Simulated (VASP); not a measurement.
# CoO (P-6m2) in VASP: further runs, part 2 of 2

VASP 6.6.1. The steps go on from the part before.

### 4 Single point, PBE

File INCAR:

```
SYSTEM = CoO
  PREC = Accurate
  ENCUT = 520
  EDIFF = 1E-6
  ISMEAR = -1
  SIGMA = 0.05
  LREAL = .FALSE.
  LASPH = .TRUE.
  NELM = 100
  ALGO = Fast
  ISIF = 2
  LWAVE = .FALSE.
  LCHARG = .FALSE.
  GGA = PE
```

File KPOINTS:

```
Automatic mesh
0
G
  8 8 8
  0 0 0
```

File POSCAR:

```
CoO
1.0
   -1.4142300000      2.4495100000      2.7217200000
    2.8284500000      0.0000000000      2.7217200000
    1.4142200000      2.4495100000      0.0000000000
Co O
2 2
Direct
    0.2500000000      0.2500000000      0.7500000000
    0.7500000000      0.7500000000      0.2500000000
    0.8333300000      0.1666700000      0.5000000000
    0.3333300000      0.6666700000      0.0000000000
```

Potentials or basis: VASP PAW PBE potentials, release 64 (Co, O).

Launch:

```
> cat potpaw_PBE.64/Co/POTCAR potpaw_PBE.64/O/POTCAR > POTCAR
> mpirun -np 1 vasp_std > vasp.out
```

OUTCAR:

```text
SYSTEM = CoO
   PREC = Accurate
   ENCUT = 520
   EDIFF = 1E-6
   ISMEAR = -1
   LREAL = .FALSE.
   LASPH = .TRUE.
   NELM = 100
   ISIF = 2
   GGA = PE

 ion  position               nearest neighbor table
   1  0.250  0.250  0.750-   3 2.13   4 2.13   4 2.13   3 2.13   4 2.13   3 2.13   2 2.72   2 2.72
                             2 2.83   2 2.83   2 2.83   2 2.83
   2  0.750  0.750  0.250-   4 2.13   3 2.13   3 2.13   4 2.13   3 2.13   4 2.13   1 2.72   1 2.72
                             1 2.83   1 2.83   1 2.83   1 2.83
   3  0.833  0.167  0.500-   2 2.13   1 2.13   1 2.13   2 2.13   1 2.13   2 2.13
   4  0.333  0.667  0.000-   1 2.13   2 2.13   2 2.13   1 2.13   1 2.13   2 2.13

  LATTYP: Found a body centered orthorhombic cell.
 ALAT       =     2.8284478868
 B/A-ratio  =     1.7320537115
 C/A-ratio  =     1.9245325415

  Lattice vectors:

 A1 = (   1.4142300000,  -2.4495100000,  -2.7217200000)
 A2 = (  -1.4142300000,   2.4495100000,  -2.7217200000)
 A3 = (   2.8284500000,   0.0000000000,   2.7217200000)

Analysis of symmetry for initial positions (statically):
=====================================================================
 Subroutine PRICEL returns following result:

  LATTYP: Found a hexagonal cell.
 ALAT       =     2.8284478868
 C/A-ratio  =     0.9622662707

  Lattice vectors:

 A1 = (   1.4142200000,   2.4495100000,   0.0000000000)
 A2 = (  -2.8284500000,   0.0000000000,   0.0000000000)
 A3 = (   0.0000000000,   0.0000000000,   2.7217200000)

   2 primitive cells build up your supercell.

 Routine SETGRP: Setting up the symmetry group for a
 body centered orthorhombic supercell.

 Subroutine GETGRP returns: Found  4 space group operations
 (whereof  4 operations were pure point group operations)
 out of a pool of  8 trial point group operations.

The static configuration has the point symmetry C_2v.

Analysis of symmetry for dynamics (positions and initial velocities):
=====================================================================
[... 143 lines left out ...]
  Fermi-wavevector in a.u.,A,eV,Ry     =   1.516869  2.866468 31.305547  2.300893
  Thomas-Fermi vector in A             =   2.626201
   LORBIT       =      0    0 simple, 1 ext, 2 COOP (PROOUT), +10 PAW based schemes
   GGA     = PE    functional components
   LHFCALC =     F    Hartree Fock is set to
   AEXX    =    0.0000 exact exchange contribution
   IVDW    =     0    specifies the selected vdW correction
   LEPSILON=     F    determine dielectric tensor
   LRPA    =     F    only Hartree local field effects (RPA)
 non-spin polarized calculation
 RMM-DIIS sequential band-by-band and
  energy-cutoff  :      520.00
  volume of cell :       37.71
 maximum number of plane-waves:      1031
 NGX is ok and might be reduce to    30
   NGX = 15   NGY = 15   NGZ = 11

 number of electron      30.0000005 magnetization

 Free energy of the ion-electron system (eV)
  ---------------------------------------------------
  ext. energy  EPLUGINS =         0.00000000
  ---------------------------------------------------
  free energy    TOTEN  =       -24.74239652 eV

  energy without entropy =      -24.66099139  energy(sigma->0) =      -24.70169395

 E-fermi :   7.9343     XC(G=0): -12.6006

 val. band max:        7.9296174264   @ k =   0.5000   0.2500   0.1250
 cond. band min:       7.9345718179   @ k =  -0.2500   0.1250   0.0000
 fundamental gap:      0.0049543915
 Fermi energy:         7.9343267741

 k-point     1 :       0.0000    0.0000    0.0000
  band No.  band energies     occupation
      1     -12.5434      2.00000
      2     -10.8550      2.00000
      3       1.0520      2.00000
      4       1.4299      2.00000
      5       2.9318      2.00000
      6       3.6764      2.00000
[... 505 lines left out ...]
      6       3.0015      2.00000
[... 11 lines left out ...]
     18       9.0268      0.00000
     19      10.7328      0.00000

 [... further k-points ...]

------------------------ aborting loop because EDIFF is reached ----------------------------------------

  FORCE on cell =-STRESS in cart. coord.  units (eV):
  Direction    XX          YY          ZZ          XY          YZ          ZX
  --------------------------------------------------------------------------------------
  -------------------------------------------------------------------------------------
  Total       -2.7681861     -2.7694822     -3.1847375     -0.0011159      0.0000000      0.0000000
  in kB     -117.5992896   -117.6543516   -135.2954092     -0.0474076      0.0000000      0.0000000
  external PRESSURE =    -123.5163501 kB  Pullay stress =       0.0000000 kB

 VOLUME and BASIS-vectors are now :
 -----------------------------------------------------------------------------
  energy-cutoff  :      520.00
  volume of cell :       37.71
      direct lattice vectors                 reciprocal lattice vectors
    -1.414230000  2.449510000  2.721720000    -0.176775266  0.102060868  0.183707362
     2.828450000  0.000000000  2.721720000     0.176775266 -0.102060868  0.183707362
     1.414220000  2.449510000  0.000000000     0.176775266  0.306184047 -0.183707362

 POSITION                                       TOTAL-FORCE (eV/Angst)
 -----------------------------------------------------------------------------------
      1.41422      2.44951      1.36086        -0.005910      0.003412      0.000000
      1.41422      2.44951      4.08258        -0.005910      0.003412      0.000000
      0.00001      3.26601      2.72172         0.005910     -0.003412      0.000000
      1.41424      0.81650      2.72172         0.005910     -0.003412      0.000000
 -----------------------------------------------------------------------------------
    total drift:                                0.000026      0.000041     -0.000000

  FREE ENERGIE OF THE ION-ELECTRON SYSTEM (eV)
  ---------------------------------------------------
  free  energy   TOTEN  =       -24.7423965175 eV

  energy  without entropy=      -24.6609913867  energy(sigma->0) =      -24.70169395
```

It took 45 s on 1 thread of AMD EPYC 9R45 (Zen 5), shared host; peak memory 0.16 GiB.

What came out:

| Item | Value |
| --- | --- |
| Free energy | -24.7424 eV |
| Pressure | -12.4 GPa |
| Largest force | 0.007 eV/Å |
| Band gap on the k mesh | none (metal or under the smearing width) |

Forces in eV/Å, atoms in the order of the input:
```
Co  -0.006  0.003  0.000
Co  -0.006  0.003  0.000
O    0.006 -0.003  0.000
O    0.006 -0.003  0.000
```

Stress tensor (GPa, compression positive):
```
-11.76   0.00   0.00
  0.00 -11.77   0.00
  0.00   0.00 -13.53
```

Caveat: the run has no spin polarisation, though such a crystal can be magnetic; semilocal functionals often make such compounds metallic where correlation or magnetic order opens a gap, which also shifts bond lengths. With open d or f shells a metallic result of PBE can be an artefact of self-interaction; +U or a hybrid may open a gap.

### 5 Summary

| spin | gap on the mesh (eV) | pressure (GPa) | moment (μB) | largest force (eV/Å) |
| --- | --- | --- | --- | --- |
| collinear, ferromagnetic start | none | -0.2 | 6.00 | - |
| collinear, antiferromagnetic start | none | 0.7 | 0.00 | 0.29 |
| off | none | -12.4 | - | 0.01 |

Alike in all rows: task single point; level PBE; potentials or basis VASP PAW PBE potentials, release 64 (Co, O); cell as given; k mesh 8 × 8 × 8; cutoff (eV) 520; smearing fermi-dirac 0.05 eV.

Every run on the cell as given and a fine mesh finds a metal.

Caveats: semilocal functionals often make such compounds metallic where correlation or magnetic order opens a gap, which also shifts bond lengths.

Absolute energies hang on the potentials; compare differences alone.
